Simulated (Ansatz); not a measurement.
Born–Oppenheimer molecular dynamics of a periodic cell of 16 atoms, CoO (start crystal CoO, start structure R3m, volume 1.05 times the crystal's). It starts from an unrelaxed structure (largest force component 0.14 eV/Å).

All numbers below come from Ansatz 0.2.0, DFT PBE-D3(BJ), scalar-relativistic, plane waves, PAW. Settings: accuracy low, PAW set soft_1, cutoff 420 eV, k mesh 3x3x3, fermi-dirac smearing 0.3 eV, no spin polarisation.

* ensemble: NVT, Langevin thermostat
* time step: 0.75 fs
* steps asked: 190
* set temperature: 3500 K
* friction: 0.02 /fs
* seed: 678611

Frames 3.75 fs apart, positions in Å.

Velocities at 52.5 fs (Å/ps):

```
Co -5.69 1.17 -5.27
Co -4.03 -11.85 -6.88
O 11.57 -2.21 -8.71
O 6.30 0.40 8.06
Co 0.71 13.51 -1.18
Co -5.10 10.17 8.72
O -10.82 17.99 9.16
O 12.26 14.97 -0.96
Co 3.63 8.22 -2.10
Co -4.12 7.92 4.79
O -11.44 -5.42 2.88
O -12.78 10.62 -3.06
Co 5.65 -5.15 -4.10
Co -1.54 11.36 -9.75
O -19.25 -5.87 18.98
O 14.59 19.74 6.87
```

```xyz
16
Lattice="-3.2570 -1.8804 5.2171 3.2570 -1.8804 5.2171 0.0000 3.7608 5.2171" Properties=species:S:1:pos:R:3 time_fs=52.5 energy_less_start_eV=3.734 T=2929
Co -0.437 -0.130 15.554
Co -0.066 0.126 7.792
O 0.126 0.159 5.694
O -0.090 0.211 13.577
Co -0.351 2.167 10.354
Co -0.381 -1.397 13.193
O 0.086 -1.882 11.346
O 0.373 2.272 8.451
Co 1.765 -0.772 10.375
Co -1.508 1.196 12.970
O -1.749 1.030 11.312
O 1.636 -0.803 7.912
Co -1.287 -1.797 10.236
Co 1.504 1.143 13.100
O 1.396 0.711 11.167
O -1.922 -0.185 8.353
16
Lattice="-3.2570 -1.8804 5.2171 3.2570 -1.8804 5.2171 0.0000 3.7608 5.2171" Properties=species:S:1:pos:R:3 time_fs=56.2 energy_less_start_eV=4.133 T=2776
Co -0.447 -0.124 15.536
Co -0.083 0.087 7.770
O 0.147 0.166 5.681
O -0.036 0.233 13.627
Co -0.345 2.219 10.350
Co -0.402 -1.354 13.222
O 0.061 -1.822 11.382
O 0.412 2.320 8.450
Co 1.775 -0.739 10.368
Co -1.519 1.225 12.984
O -1.789 1.000 11.326
O 1.583 -0.766 7.914
Co -1.278 -1.813 10.210
Co 1.501 1.177 13.069
O 1.324 0.679 11.243
O -1.878 -0.125 8.372
16
Lattice="-3.2570 -1.8804 5.2171 3.2570 -1.8804 5.2171 0.0000 3.7608 5.2171" Properties=species:S:1:pos:R:3 time_fs=60.0 energy_less_start_eV=4.383 T=2415
Co -0.445 -0.122 15.520
Co -0.105 0.050 7.738
O 0.180 0.163 5.700
O 0.030 0.261 13.678
Co -0.340 2.259 10.350
Co -0.430 -1.319 13.240
O 0.034 -1.750 11.415
O 0.425 2.316 8.472
Co 1.780 -0.705 10.348
Co -1.520 1.252 12.999
O -1.845 0.959 11.309
O 1.544 -0.718 7.923
Co -1.283 -1.822 10.180
Co 1.502 1.219 13.046
O 1.267 0.643 11.339
O -1.852 -0.065 8.381
16
Lattice="-3.2570 -1.8804 5.2171 3.2570 -1.8804 5.2171 0.0000 3.7608 5.2171" Properties=species:S:1:pos:R:3 time_fs=63.8 energy_less_start_eV=4.499 T=2823
Co -0.434 -0.131 15.527
Co -0.139 0.000 7.698
O 0.202 0.158 5.707
O 0.083 0.298 13.700
Co -0.342 2.289 10.354
Co -0.463 -1.291 13.233
O 0.018 -1.666 11.452
O 0.392 2.280 8.497
Co 1.790 -0.690 10.333
Co -1.512 1.271 13.011
O -1.889 0.921 11.292
O 1.533 -0.677 7.930
Co -1.300 -1.815 10.145
Co 1.501 1.263 13.034
O 1.219 0.612 11.409
O -1.800 -0.025 8.395
16
Lattice="-3.2570 -1.8804 5.2171 3.2570 -1.8804 5.2171 0.0000 3.7608 5.2171" Properties=species:S:1:pos:R:3 time_fs=67.5 energy_less_start_eV=4.740 T=2569
Co -0.417 -0.142 15.536
Co -0.180 -0.048 7.662
O 0.246 0.147 5.687
O 0.157 0.336 13.724
Co -0.342 2.310 10.360
Co -0.483 -1.265 13.226
O 0.024 -1.567 11.488
O 0.329 2.242 8.540
Co 1.802 -0.688 10.319
Co -1.504 1.298 13.028
O -1.918 0.894 11.262
O 1.543 -0.667 7.937
Co -1.321 -1.800 10.104
Co 1.498 1.298 13.008
O 1.184 0.632 11.452
O -1.747 0.018 8.435
16
Lattice="-3.2570 -1.8804 5.2171 3.2570 -1.8804 5.2171 0.0000 3.7608 5.2171" Properties=species:S:1:pos:R:3 time_fs=71.2 energy_less_start_eV=4.939 T=2528
Co -0.398 -0.166 15.537
Co -0.220 -0.096 7.631
O 0.302 0.142 5.661
O 0.226 0.385 13.765
Co -0.338 2.322 10.366
Co -0.492 -1.230 13.220
O 0.024 -1.464 11.483
O 0.271 2.226 8.602
Co 1.815 -0.685 10.309
Co -1.501 1.316 13.041
O -1.922 0.882 11.218
O 1.557 -0.672 7.929
Co -1.348 -1.788 10.058
Co 1.505 1.323 12.980
O 1.190 0.664 11.439
O -1.679 0.027 8.475
16
Lattice="-3.2570 -1.8804 5.2171 3.2570 -1.8804 5.2171 0.0000 3.7608 5.2171" Properties=species:S:1:pos:R:3 time_fs=75.0 energy_less_start_eV=5.123 T=2204
Co -0.380 -0.181 15.536
Co -0.261 -0.137 7.605
O 0.354 0.138 5.622
O 0.268 0.448 13.812
Co -0.330 2.333 10.365
Co -0.510 -1.184 13.214
O -0.023 -1.393 11.463
O 0.230 2.221 8.660
Co 1.813 -0.697 10.305
Co -1.493 1.332 13.052
O -1.916 0.872 11.159
O 1.575 -0.675 7.952
Co -1.369 -1.779 10.022
Co 1.514 1.336 12.950
O 1.183 0.704 11.385
O -1.617 0.006 8.511
16
Lattice="-3.2570 -1.8804 5.2171 3.2570 -1.8804 5.2171 0.0000 3.7608 5.2171" Properties=species:S:1:pos:R:3 time_fs=78.8 energy_less_start_eV=5.362 T=1981
Co -0.357 -0.201 15.538
Co -0.296 -0.166 7.606
O 0.399 0.140 5.569
O 0.281 0.509 13.865
Co -0.315 2.336 10.356
Co -0.531 -1.145 13.193
O -0.076 -1.346 11.473
O 0.199 2.220 8.701
Co 1.809 -0.715 10.300
Co -1.493 1.341 13.055
O -1.906 0.868 11.106
O 1.575 -0.682 8.014
Co -1.382 -1.767 9.990
Co 1.536 1.350 12.933
O 1.177 0.744 11.313
O -1.577 -0.027 8.533
16
Lattice="-3.2570 -1.8804 5.2171 3.2570 -1.8804 5.2171 0.0000 3.7608 5.2171" Properties=species:S:1:pos:R:3 time_fs=82.5 energy_less_start_eV=5.174 T=2170
Co -0.333 -0.223 15.531
Co -0.320 -0.188 7.608
O 0.409 0.192 5.537
O 0.279 0.570 13.925
Co -0.305 2.342 10.357
Co -0.550 -1.109 13.167
O -0.149 -1.333 11.462
O 0.199 2.243 8.725
Co 1.805 -0.730 10.291
Co -1.498 1.343 13.065
O -1.871 0.879 11.054
O 1.555 -0.682 8.084
Co -1.387 -1.754 9.959
Co 1.569 1.345 12.920
O 1.192 0.807 11.233
O -1.580 -0.073 8.564
16
Lattice="-3.2570 -1.8804 5.2171 3.2570 -1.8804 5.2171 0.0000 3.7608 5.2171" Properties=species:S:1:pos:R:3 time_fs=86.2 energy_less_start_eV=4.776 T=2780
Co -0.319 -0.245 15.522
Co -0.344 -0.209 7.612
O 0.374 0.258 5.505
O 0.277 0.642 13.976
Co -0.285 2.346 10.357
Co -0.564 -1.071 13.142
O -0.233 -1.338 11.435
O 0.227 2.272 8.739
Co 1.800 -0.743 10.281
Co -1.505 1.341 13.079
O -1.838 0.896 11.000
O 1.544 -0.643 8.138
Co -1.394 -1.743 9.945
Co 1.609 1.348 12.903
O 1.202 0.884 11.158
O -1.634 -0.125 8.624
16
Lattice="-3.2570 -1.8804 5.2171 3.2570 -1.8804 5.2171 0.0000 3.7608 5.2171" Properties=species:S:1:pos:R:3 time_fs=90.0 energy_less_start_eV=4.420 T=3008
Co -0.313 -0.271 15.509
Co -0.373 -0.234 7.605
O 0.311 0.347 5.455
O 0.256 0.702 14.015
Co -0.255 2.336 10.368
Co -0.565 -1.038 13.121
O -0.316 -1.344 11.403
O 0.256 2.323 8.746
Co 1.804 -0.746 10.272
Co -1.512 1.331 13.085
O -1.805 0.945 10.939
O 1.536 -0.600 8.198
Co -1.400 -1.724 9.928
Co 1.644 1.354 12.898
O 1.239 0.965 11.091
O -1.709 -0.164 8.685
16
Lattice="-3.2570 -1.8804 5.2171 3.2570 -1.8804 5.2171 0.0000 3.7608 5.2171" Properties=species:S:1:pos:R:3 time_fs=93.8 energy_less_start_eV=4.380 T=2887
Co -0.307 -0.305 15.502
Co -0.404 -0.270 7.590
O 0.255 0.441 5.414
O 0.251 0.742 14.057
Co -0.224 2.320 10.379
Co -0.554 -1.002 13.095
O -0.399 -1.335 11.377
O 0.288 2.365 8.749
Co 1.804 -0.750 10.263
Co -1.518 1.324 13.076
O -1.780 0.987 10.893
O 1.521 -0.560 8.265
Co -1.406 -1.698 9.909
Co 1.685 1.356 12.892
O 1.291 1.042 11.017
O -1.800 -0.213 8.745
```

Of the whole run (142 fs, mean temperature of the second half 2805 K): The mean temperature of the second half is 20 % below the set value. A run of 0.14 ps of so small a system gives no equilibrium averages. No Hubbard correction was used and the magnetic state wasn't searched. Spin polarisation was left off. Limits of this set-up: coarse k mesh, magnetic elements without spin, low accuracy level.

Time of the run: 31 min on 4 threads of Arm Neoverse V1, with other jobs on the host, peak memory 1.1 GiB.
